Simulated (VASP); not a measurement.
**Sb in VASP: the effect of exact exchange**

Sb:

```
Sb
1.0
     3.12240    0.00000    0.00000
     0.00000    4.34752    0.00000
    -0.03891    0.00000    4.40585
Sb
2
Cartesian
  0.0262 1.0869 1.0625
  3.0573 3.2606 3.3433
```

This isn't the form of Sb at room conditions, which is rhombohedral.

Alike in all runs:

```yaml
Program: VASP 6.6.1
Task: single point
Functional: PBE0(alpha)
Potentials_or_basis: VASP PAW PBE potentials, release 64 (Sb)
Cutoff: 520 eV
k_mesh: 5 × 3 × 3
Occupations: fermi-dirac, width 0.05 eV
Spin: no spin polarisation
```

```csv
exact exchange,pressure (GPa),largest force (eV/Å)
0.05,0.7,0.14
0.1,0.0,0.17
0.15,-0.8,0.20
0.2,-1.6,0.24
0.25,-2.4,0.28
0.3,?,?
0.4,-5.4,0.44
0.5,-8.0,0.59
```

Q: What does the run with exact exchange 0.3 give?

A: Pressure -3.4 GPa; largest force 0.33 eV/Å.

Worked out: A parabola through the other rows of the pressure, of slope -19.8 GPa per unit of exact exchange there, gives -3.4 GPa, against the run's -3.4. A parabola through the other rows of the largest force, of slope 1.05 eV/Å per unit of exact exchange there, gives 0.33 eV/Å, against the run's 0.33.

Caveats: all runs use coarse meshes; the PAW data sets were made with another functional, which shifts forces and pressure a little.
